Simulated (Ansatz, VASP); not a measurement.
## In2Au in two plane-wave programs

One calculation is typed for both programs; each brings its own data sets and cutoff. How far apart do they land? The cell is taken from a series of VASP runs on this material, whose earlier steps may have relaxed, scaled or displaced it; both programs get it as it stands.

Calculated with Ansatz 0.2.0; plane waves, with VASP 6.6.1 beside it; relaxation of cell and atoms at PBEsol.

**1. The starting structure**

Symmetry: Fm-3m, No. 225, cubic system. The conventional cell has a = 6.537 Å, b = 6.537 Å, c = 6.537 Å, α = 90.00°, β = 90.00°, γ = 90.00°. Nearest to Au lie 8 In at 2.83 Å. In has 4 Au at 2.83 Å nearest. Farther neighbours are not listed.

Coordinates:

```cif
data_structure
_symmetry_space_group_name_H-M 'P 1'
_symmetry_Int_Tables_number 1
_cell_length_a 4.6220
_cell_length_b 4.6220
_cell_length_c 4.6220
_cell_angle_alpha 60.000
_cell_angle_beta 60.000
_cell_angle_gamma 60.000
_cell_volume 69.82
loop_
_atom_site_label
_atom_site_type_symbol
_atom_site_fract_x
_atom_site_fract_y
_atom_site_fract_z
_atom_site_occupancy
Au1 Au 0.00000 0.00000 0.00000 1
In2 In 0.75000 0.75000 0.75000 1
In3 In 0.25000 0.25000 0.25000 1
```

**2. Ansatz: relaxation of cell and atoms, PBEsol**

Ansatz runs on its default PAW (the set named soft_2) files.

The relaxed volume is the usual yardstick between codes: its relative difference is about their pressure difference at one cell divided by the bulk modulus.

The input, input.yaml:

```yaml
crystal:
  lattice:
    - [0.0, 3.2682715948, 3.2682715948]
    - [3.2682715948, 0.0, 3.2682715948]
    - [3.2682715948, 3.2682715948, 0.0]
  atoms:
    - { symbol: Au, position: [0.0, 0.0, 0.0] }
    - { symbol: In, position: [0.75, 0.75, 0.75] }
    - { symbol: In, position: [0.25, 0.25, 0.25] }
hamiltonian:
  xc: pbesol
  pseudopotentials: { kind: paw }
kpoints:
  mp_grid: { grid: [12, 12, 12] }
scf:
  occupations: { method: methfessel_paxton, width: 0.15 }
relax:
  f_tol: 0.01
  max_steps: 60
  cell: { stress_tol: 0.05 }
output:
  forces: true
  stress: true
```

The run is started by

```sh
> ansatz run input.yaml --threads 4 --pin off --max-ram 9216MiB --backend cpu --events-out ev --progress --plain --runs-dir out
```

Numbers of over 12 decimals in the logs are rounded to 6 here.

Log:

```text
Engine: ansatz 0.2.0, aarch64-unknown-linux-gnu
Pseudopotentials: kind: paw
Pseudopotential: Au, paw, valence charge 19, recommended cutoff 420 eV (normal), Au.paw.azcp
Pseudopotential: In, paw, valence charge 13, recommended cutoff 420 eV (normal), In.paw.azcp
Functional definition: PBEsol
  exchange = pbesol_x
  correlation = pbesol_c
Crystal: 3 atoms, lattice volume = 69.821 Å³
Basis set: ecut = 420 eV, 1363 PW (Γ), exchange–correlation on 64×64×64 points (8 copies of the dense FFT grid, shifted against one another)
Bands: 27, of which v1, the nominal top of the filled ones, is band 23 counted from 1 (22 counted from 0)
Symmetry: 48 space group operations
Space group: Fm-3m (ITA 225), of the structure as read, at distance tolerance 4.1e-5 Å
k-points: 72 of 1728
Non-local potential: Au, projectors of the file, l = 0: 3, l = 1: 2, l = 2: 2, l = 3: 1
Non-local potential: In, projectors of the file, l = 0: 2, l = 1: 2, l = 2: 2, l = 3: 2
PAW form: soft (Blöchl's): semilocal exchange-correlation on the pseudo side does not see the compensation charge
PAW frozen core: Au, regenerated for the run's functional, and the local potential with it (the file was generated under x = pbe(κ = 0.804, μ = 0.219515), c = pbe(β = 0.066725))
PAW frozen core: In, regenerated for the run's functional, and the local potential with it (the file was generated under x = pbe(κ = 0.804, μ = 0.219515), c = pbe(β = 0.066725))
PAW one-centre angular grid: Au, 590 points (default); XC on 64 Gauss nodes
PAW one-centre angular grid: In, 590 points (default); XC on 64 Gauss nodes
Initial density: superposition of atomic densities (neutral atoms: chi_scale 0, normalization atom), corrected by the library's trained network
Initial wavefunctions: pseudopotential atomic-orbital guess
Functional: x = pbesol(κ = 0.804, μ = 0.123457), c = pbesol(β = 0.046)
SCF iter   1: F=—  HF=-24058.663573 eV  |F-HF|=—  |Δ(HF+E_count)|=         —  Δρ=4.03e-3  dr2=1.03e-2  ethr=1.77e-3  ⟨swp⟩=5.6  Hψ=7690  notcnv=0
preconditioner: auto → LDOS  [metal: Δε(μ)=0.049 eV  Ē_g=13.729 eV  σ=0.150 eV  W_gap=0.27  n_scr=14 (ndim 8)  ℏωp=27.0 eV  f_vac=0.047  D(μ)=1.31/eV (n_scr^D=8)  β→1.0]
SCF iter   2: F=—  HF=-24058.664082 eV  |F-HF|=—  |Δ(HF+E_count)|=   5.09e-4  S|Δr|=    0.00e0  Δρ=3.25e-3  dr2=6.26e-3  ethr=2.29e-5  ⟨swp⟩=2.0  Hψ=3845  notcnv=0
SCF iter   3: F=—  HF=-24058.661624 eV  |F-HF|=—  |Δ(HF+E_count)|=   2.46e-3  S|Δr|=    0.00e0  Δρ=3.62e-4  dr2=1.00e-4  ethr=1.39e-5  ⟨swp⟩=2.0  Hψ=3223  notcnv=0
SCF iter   4: F=—  HF=-24058.661621 eV  |F-HF|=—  |Δ(HF+E_count)|=   3.14e-6  S|Δr|=    0.00e0  Δρ=8.00e-5  dr2=4.41e-6  ethr=2.23e-7  ⟨swp⟩=2.0  Hψ=2514  notcnv=0
SCF iter   5: F=—  HF=-24058.661619 eV  |F-HF|=—  |Δ(HF+E_count)|=   1.98e-6  S|Δr|=    0.00e0  Δρ=2.85e-5  dr2=4.58e-7  ethr=9.80e-9  ⟨swp⟩=2.0  Hψ=3457  notcnv=0
SCF iter   6: F=-24058.661618 eV  HF=-24058.661618 eV  |F-HF|=1.31e-9  |Δ(HF+E_count)|=   6.97e-8  S|Δr|=    0.00e0  Δρ=4.03e-6  dr2=7.38e-9  ethr=2.22e-10  ⟨swp⟩=4.4  Hψ=6826  notcnv=0
SCF 1 converged in 6 iterations: F = -24058.661618 eV  dr2 = 7.38e-9
  greatest PAW one-centre occupation: 1.001 electrons in one spin orbital (limit 2), on the Au atom at site 0 (counted from 0), in its partial waves of l = 0
relax step   1: F+E_penalty+E_count = -24058.66161846 eV  Δ(F+E_penalty+E_count) = +0.000e0 eV  max|allowed force component| = 4.626e-17 eV/Å  Δτ_max = 0.0000 Å  P = +0.052 GPa  Ω = 69.821 Å³  (6 SCF iters, dr2 threshold 1.00e-7 eV, accepted)
[...]
relax step   2: F+E_penalty+E_count = -24058.66159707 eV  Δ(F+E_penalty+E_count) = +2.138e-5 eV  max|allowed force component| = 3.739e-17 eV/Å  Δτ_max = 0.0000 Å  P = -0.031 GPa  Ω = 69.909 Å³  energy of the carried Pulay correction = -2.707e-5 eV  (5 SCF iters, dr2 threshold 6.68e-9 eV, accepted)
[...]
relax step   3: F+E_penalty+E_count = -24058.66161418 eV  Δ(F+E_penalty+E_count) = -1.710e-5 eV  max|allowed force component| = 8.943e-17 eV/Å  Δτ_max = 0.0000 Å  P = -0.031 GPa  Ω = 69.909 Å³  stress off target by 3.09e-2 GPa  SCF on the basis re-selected at this cell (its energy is not comparable with the rows above)  (3 SCF iters)
basis re-selected at this cell: Δ(F+E_penalty+E_count) = -1.710e-5 eV, ΔP = -0.000 GPa vs the last step (what re-selecting the basis moved, of the pressure what is left beyond the Pulay correction that the steps carried, after the strain that the cell walked since its last selection, with what the two solves' SCF thresholds leave and, on support functions, any second-order correction that the steps lacked; it is no m [...]
SCF converged after 3 iterations
Stability not checked: this state was not tested for a lower state beside it, because cold or Methfessel-Paxton smearing, or corrected tetrahedra, fill the levels in a way that the test cannot read (fill_not_monotonic; see scf.lower_state_search)
Free energy (F): -24058.661614 eV
Harris-Foulkes:  -24058.661614 eV  (|F-HF|=0.00e0)
Internal energy: -24058.660816 eV  (E = F + TS)
E sigma→0 (E₀):  -24058.661415 eV
Entropy (-TS):   -0.000798 eV (-0.266 meV/atom)
Fermi energy:    12.542752 eV
--- Per-component energies (eV) ---
  E_band       = -366.942214
  E_kinetic    = 1091.090761
  E_local      = -4710.327221  (includes V_loc(G=0)·N_el)
  E_nonlocal   = 810.922334
  E_hartree    = 1942.058257
  E_xc         = -655.115135
  E_vxc        = -476.440891  (∫ρ·V_xc dr)
  E_paw        = -17731.653668  (= ΣΔE_a)
  E_vpaw       = -966.305226  (= ΣTr[D̂ρ^β])
  E_aug_tail   = 0.001431  (compensation charges beyond the density's cutoff)
  E_ewald      = -4806.418859
  E_core_change = 0.781284  (= ΣΔE_core)
  E_smearing   = -0.000798  (= −TS)
  E_closure    = -0.000000  (closes the sum)
  Σ components = -24058.661614   (vs F -24058.661614, Δ=0.00e0)
--- Forces (eV/Å), atoms counted from 1 ---
  atom   1  Au    -0.00000000     0.00000000    -0.00000000
  atom   2  In    -0.00000000    -0.00000000    -0.00000000
  atom   3  In     0.00000000     0.00000000    -0.00000000
  max |Σ_I F_I| component: 3.70e-17 eV/Å
--- Stress (GPa, compression-positive) ---
       -0.030882       0.000000       0.000000
        0.000000      -0.030882       0.000000
        0.000000       0.000000      -0.030882
  P = ⅓ Tr σ = -0.0309 GPa (-0.309 kbar)
--- Relaxed structure (2 steps of the walk, 2 accepted, 1 SCFs on fresh bases) ---
  F+E_penalty+E_count = -24058.66161418 eV   max|allowed force component| = 8.943e-17 eV/Å   (the final SCF, on the basis selected at the relaxed cell)
  cell:  # Å, volume = 69.9087 Å³
    - [0, 3.269643, 3.269643]
    - [3.269643, 0, 3.269643]
    - [3.269643, 3.269643, 0]
  atoms:
    - { symbol: Au, position: [0, 0, 0] }
    - { symbol: In, position: [0.75, 0.75, 0.75] }
    - { symbol: In, position: [0.25, 0.25, 0.25] }
```

Run time: 9.3 s. Hardware: 4 threads of Arm Neoverse N1, shared host; peak memory 0.46 GiB; 35 s of CPU time.

**3. VASP: relaxation of cell and atoms, PBEsol**

The same cell, functional, mesh and smearing now go to VASP, with its own data sets and cutoff.

Lines of VASP's logs that name or quote its potential files are left out, and so is its time.

The input, INCAR:

```
SYSTEM = In2Au
PREC = Accurate
ENCUT = 520
EDIFF = 1E-07
NELM = 100
ISMEAR = 1
SIGMA = 0.15
LREAL = .FALSE.
ALGO = Normal
GGA = PS
NBANDS = 24
LASPH = .TRUE.
LORBIT = 11
LWAVE = .FALSE.
LCHARG = .FALSE.
KPAR = 4
IBRION = 2
NSW = 50
ISIF = 3
EDIFFG = -0.005
```

The input, POSCAR:

```
In2Au
1.0
    0.0000000000      3.2682715948      3.2682715948
    3.2682715948      0.0000000000      3.2682715948
    3.2682715948      3.2682715948      0.0000000000
Au In
1 2
Direct
    0.0000000000      0.0000000000      0.0000000000
    0.7500000000      0.7500000000      0.7500000000
    0.2500000000      0.2500000000      0.2500000000
```

The input, KPOINTS:

```
Automatic mesh
0
Gamma
12 12 12
0 0 0
```

Potentials, in the order of the species: Au and In_d (PBE family, release 64).

The run is started by

```sh
> mpirun -np 4 vasp_std
```

Log:

```text
[banner, memory and clock lines left out]
running    4 mpi-ranks, on    1 nodes
 distrk:  each k-point on    1 cores,    4 groups
 distr:  one band on    1 cores,    1 groups

 POSCAR found type information on POSCAR AuIn
 POSCAR found :  2 types and       3 ions
|                                                                             |
|               ----> ADVICE to this user running VASP <----                  |
|                                                                             |
|     You enforced a specific xc type in the INCAR file but a different       |
|     [... a line on the potential file left out ...]
|     I HOPE YOU KNOW WHAT YOU ARE DOING!                                     |
|                                                                             |

 LDA part: xc-table for (Slater+PW92), standard interpolation
 POSCAR, INCAR and KPOINTS ok, starting setup
 FFT: planning ... GRIDC
 FFT: planning ... GRID_SOFT
 FFT: planning ... GRID
 WAVECAR not read
 entering main loop
       N       E                     dE             d eps       ncg     rms          rms(c)
DAV:   1     0.333651557097E+03    0.33365E+03   -0.18021E+04  3488   0.201E+03
DAV:   2     0.164179859804E+02   -0.31723E+03   -0.30678E+03  3568   0.466E+02
DAV:   3    -0.106484903218E+02   -0.27066E+02   -0.26755E+02  4288   0.152E+02
DAV:   4    -0.113813782514E+02   -0.73289E+00   -0.73248E+00  4024   0.259E+01
DAV:   5    -0.114182437998E+02   -0.36866E-01   -0.36865E-01  5416   0.507E+00    0.812E+00
DAV:   6    -0.107142187541E+02    0.70403E+00   -0.32198E+00  3792   0.143E+01    0.452E+00
DAV:   7    -0.106590229233E+02    0.55196E-01   -0.16947E-01  4752   0.513E+00    0.255E+00
DAV:   8    -0.106403876270E+02    0.18635E-01   -0.46293E-02  4536   0.266E+00    0.313E-01
DAV:   9    -0.106390212994E+02    0.13663E-02   -0.73437E-03  4776   0.125E+00    0.252E-01
DAV:  10    -0.106390505148E+02   -0.29215E-04   -0.68194E-04  4376   0.281E-01    0.539E-02
DAV:  11    -0.106390617037E+02   -0.11189E-04   -0.20833E-05  4808   0.388E-02    0.184E-02
DAV:  12    -0.106390676083E+02   -0.59046E-05   -0.69240E-06  3744   0.186E-02    0.562E-03
DAV:  13    -0.106390680093E+02   -0.40108E-06   -0.11351E-06  4064   0.108E-02    0.250E-03
DAV:  14    -0.106390679368E+02    0.72578E-07   -0.10038E-07  2736   0.364E-03
   1 F= -.10639068E+02 E0= -.10638799E+02  d E =-.106391E+02
 curvature:   0.00 expect dE= 0.000E+00 dE for cont linesearch  0.000E+00
 trial: gam= 0.00000 g(F)=  0.646E-48 g(S)=  0.121E-08 ort = 0.000E+00 (trialstep = 0.100E+01)
 search vector abs. value=  0.131E-08
 reached required accuracy - stopping structural energy minimisation
```

Parts of OUTCAR (step 3):

```text
ion  position               nearest neighbor table
   1  0.000  0.000  0.000-   2 2.83   2 2.83   2 2.83   2 2.83   3 2.83   3 2.83   3 2.83   3 2.83

  LATTYP: Found a face centered cubic cell.
 ALAT       =     6.5365431896

 Subroutine GETGRP returns: Found 48 space group operations
 (whereof 48 operations were pure point group operations)

The static configuration has the point symmetry O_h .

 Found     72 irreducible k-points:

   k-points           NKPTS =     72   k-points in BZ     NKDIM =     72   number of bands    NBANDS=     24

   dimension x,y,z NGX =    36 NGY =   36 NGZ =   36
   dimension x,y,z NGXF=    72 NGYF=   72 NGZF=   72

   ENCUT  =  520.0 eV  38.22 Ry    6.18 a.u.   8.59  8.59  8.59*2*pi/ulx,y,z

   NELECT =      37.0000    total number of electrons

 k-points in reciprocal lattice and weights: Automatic mesh
   0.00000000  0.00000000  0.00000000       0.001
   0.08333333  0.00000000  0.00000000       0.005
   0.16666667  0.00000000  0.00000000       0.005
   0.25000000  0.00000000  0.00000000       0.005
   0.33333333  0.00000000  0.00000000       0.005
   0.41666667  0.00000000  0.00000000       0.005
   0.50000000  0.00000000  0.00000000       0.002
   0.08333333  0.08333333  0.00000000       0.003
   0.16666667  0.08333333  0.00000000       0.014
[...]
-0.33333333  0.50000000  0.16666667       0.007
  -0.25000000  0.50000000  0.25000000       0.003

 average (electrostatic) potential at core
       1 -66.5130       2 -93.3062       3 -93.3062

 E-fermi :   7.8022

 k-point     1 :       0.0000    0.0000    0.0000
  band No.  band energies     occupation
    ...
     12       2.1930      2.00000
     13       2.1930      2.00000
     14       2.1930      2.00000
     15       3.0407      2.00000
     16       3.0407      2.00000
     17       7.9819     -0.07069
     18      10.8197      0.00000
     19      10.8197      0.00000
     20      10.8197      0.00000
     21      11.4767      0.00000
    ...

 k-point     2 :       0.0833    0.0000    0.0000
  band No.  band energies     occupation
    ...
     12       2.1350      2.00000
     13       2.2160      2.00000
     14       2.2160      2.00000
     15       3.0316      2.00000
     16       3.0316      2.00000
     17       7.8548      0.44456
     18       9.7468     -0.00000
     19      10.4349     -0.00000
     20      10.4349     -0.00000
     21      11.4718      0.00000
    ...

 k-point     3 :       0.1667    0.0000    0.0000
  band No.  band energies     occupation
    ...
     13       2.2772      2.00000
     14       2.2772      2.00000
     15       3.0103      2.00000
     16       3.0103      2.00000
     17       7.0667      2.00000
     18       9.0700     -0.00000
     19       9.8788     -0.00000
     20       9.8788     -0.00000
     21      11.5798      0.00000
     22      11.9550      0.00000
    ...

  Total       -0.0001587     -0.0001587     -0.0001587     -0.0000000      0.0000000     -0.0000000
  in kB       -0.0036414     -0.0036414     -0.0036414     -0.0000000      0.0000000     -0.0000000
  external PRESSURE =      -0.0036414 kB  Pullay stress =       0.0000000 kB

  energy-cutoff  :      520.00
  volume of cell :       69.82
      direct lattice vectors                 reciprocal lattice vectors
     0.000000000  3.268271595  3.268271595    -0.152986062  0.152986062  0.152986062
     3.268271595  0.000000000  3.268271595     0.152986062 -0.152986062  0.152986062
     3.268271595  3.268271595  0.000000000     0.152986062  0.152986062 -0.152986062

 POSITION                                       TOTAL-FORCE (eV/Angst)
 -----------------------------------------------------------------------------------
      0.00000      0.00000      0.00000         0.000000      0.000000     -0.000000
      4.90241      4.90241      4.90241         0.000000      0.000000     -0.000000
      1.63414      1.63414      1.63414        -0.000000     -0.000000      0.000000
 -----------------------------------------------------------------------------------
    total drift:                                0.000000      0.000000      0.000000

  FREE ENERGIE OF THE ION-ELECTRON SYSTEM (eV)
  ---------------------------------------------------
  free  energy   TOTEN  =       -10.6390679368 eV

  energy  without entropy=      -10.6382596779  energy(sigma->0) =      -10.63879852

 reached required accuracy - stopping structural energy minimisation

 total charge
# of ion       s       p       d       tot
------------------------------------------
    1        0.681   0.447   8.642   9.771
    2        0.887   0.631   9.877  11.395
    3        0.887   0.631   9.877  11.395
--------------------------------------------------
tot          2.456   1.709  28.396  32.561

[... 3 further parts left out ...]
```

CONTCAR:

```
In2Au
   1.00000000000000
     0.0000000000000000    3.2682715947999998    3.2682715947999998
     3.2682715947999998    0.0000000000000000    3.2682715947999998
     3.2682715947999998    3.2682715947999998    0.0000000000000000
  Au              In
     1     2
Direct
     0.0000000000000000    0.0000000000000000    0.0000000000000000
     0.7500000000000000    0.7500000000000000    0.7500000000000000
     0.2500000000000000    0.2500000000000000    0.2500000000000000
```

**4. Side by side**

Known differences besides the potentials themselves: both relaxations stop at a tolerance, which leaves soft axes loose, and VASP keeps its plane-wave basis; the data sets hold 45 valence electrons in Ansatz (default PAW (the set named soft_2) files) and 37 in VASP; the cutoff is 420 eV in Ansatz and 520 eV in VASP; Ansatz makes its cores anew for this functional, VASP keeps those of its PBE data sets; Ansatz adds a Pulay correction to the stress that steers its cell, VASP none. Total energies have different zeros and are not compared.

Compared:

| quantity | Ansatz | VASP | difference |
| --- | --- | --- | --- |
| volume (Å³) | 69.91 | 69.82 | +0.13 % |
| edge a after relaxation, in the typed setting (Å) | 4.624 | 4.622 | +0.04 % |

The walks stopped with -0.03 GPa left in Ansatz and 0.00 GPa in VASP; each walk ends within a tolerance, so the volume difference is uncertain by about these residues over the bulk modulus, most in soft cells.

**5. Outcome**

* difference in volume (relaxation of cell and atoms, PBEsol): 0.13 %

What this shows: The difference in volume is 0.13 % (relaxation of cell and atoms, PBEsol), within the 1.2 % picked in this series as the mark of a large difference, as far as the stopping tolerances let one tell. How closely two codes agree says nothing of how well the functional describes the real material.

[Lines on the potential files, build, host, timing and source positions are cut from VASP's logs without a mark.]

[Logs are printed without paths, hosts, clocks, repeated set-up lines and the standing remarks that a program may print on its own settings, such as how far it seeks lower states.]

[Hosts, paths, dates, database ids (printed as entryN), source tags and the programs' standing remarks are cut or masked in the printed files.]
